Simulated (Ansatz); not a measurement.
# From a trial cell to the properties of CdI2-type TiS₂

**What was measured.** From “Crystal growth, characterization and electronic band structure of TiSeS”, 2022, arxiv:2210.12799, for a bulk crystal of TiS2: lattice constant a 3.407 Å; lattice constant c 5.695 Å.

The computed numbers are results of r²SCAN, scalar-relativistic (no spin polarisation) in the plane-wave PAW code Ansatz at 500 eV, 12×12×6 k-mesh, Gaussian smearing of 0.05 eV. The datasets are Ansatz's generated set soft_2.

The compound is reported in the structure type of the start.

The start:

```
Ti S
1.0
     3.46243    0.00000    0.00000
    -1.73121    2.99855    0.00000
     0.00000    0.00000    5.58562
Ti S
1 2
Cartesian
  0.0000 0.0000 0.0000
  0.0000 1.9990 1.4076
  1.7312 0.9995 4.1780
```

The first steps of the search for zero pressure:

```csv
run,level,k-mesh,kind,V (Å³/atom),P (GPa),gap on the mesh (eV)
1,"PBE, 420 eV",6×6×4,cell and atoms relaxed,21.84,0.0,metal
2,r²SCAN,12×12×6,"shape and atoms relaxed, volume fixed",21.84,-0.6,0.30
```

(1) At which volume does r²SCAN reach zero pressure?

Answer:

(1) 20.20 Å³/atom, about 4.5 % over the start.

The steps that followed:

```csv
run,level,k-mesh,kind,V (Å³/atom),P (GPa),E − E(final) (meV/atom),gap on the mesh (eV)
3,r²SCAN,12×12×6,"shape and atoms relaxed, volume fixed",21.75,-0.7,4.3,0.29
4,r²SCAN,12×12×6,"shape and atoms relaxed, volume fixed",20.66,-0.3,0.5,0.26
5,r²SCAN,12×12×6,"shape and atoms relaxed, volume fixed",19.78,0.4,0.6,0.19
6,r²SCAN,12×12×6,"shape and atoms relaxed, volume fixed",20.24,0.0,0.0,0.22
7,r²SCAN,12×12×6,"shape and atoms relaxed, volume fixed",20.20,0.0,0.0,0.22
```

The final structure (symmetry read at 0.01 Å). Symmetry: P-3m1, No. 164, trigonal system. Conventional cell: a = 3.425 Å, b = 3.425 Å, c = 5.966 Å, α = 90.00°, β = 90.00°, γ = 120.00°. Ti (site symmetry -3m) is surrounded by 6 S at 2.42 Å. Around S (site symmetry 3m) lie 3 Ti at 2.42 Å. (Neighbours are counted to 15 % beyond the shortest distance.)

```
atom  site  symmetry       x       y       z
  Ti    1a      -3m.  0.0000  0.0000  0.0000
   S    2d       3m.  0.3333  0.6667  0.2349
```

At the final geometry the gap, band path included, is 0.22 eV. The elastic tensor is positive definite (smallest eigenvalue 7.3 GPa). Against the elements' standard states, run alike and uncorrected, the formation energy is -1.50 eV/atom. The runs in the table took roughly 6 core-minutes.

**What lies behind the numbers.**

Formal charges Ti⁴⁺, S²⁻ balance and leave closed shells on every ion, so a band insulator is expected, and the gap is 0.22 eV.

Bader charges against formal ones: Ti +1.86 (+4), S −0.93 (−2). The cations give up 47 % of the formal charge; Bader charges stay under formal ones because the anions' density reaches into the cations' basins, the more so the higher the formal charge and the softer the anion.

**Against experiment.** Measured lattice constant a of TiS2: 3.407 Å (quoted in “Crystal growth, characterization and electronic band structure of TiSeS”, 2022, arxiv:2210.12799). This calculation gives 3.425 Å (+0.5 %). Measured lattice constant c of TiS2: 5.695 Å (quoted in “Crystal growth, characterization and electronic band structure of TiSeS”, 2022, arxiv:2210.12799). This calculation gives 5.966 Å (+4.8 %). The calculation is for a static lattice, without zero-point motion or thermal expansion.

The structure is built of weakly bound layers, and this functional has no dispersion term, so their spacing and all that hangs on it (volume, the soft elastic constants, low modes, dielectric constants) are poorly given.
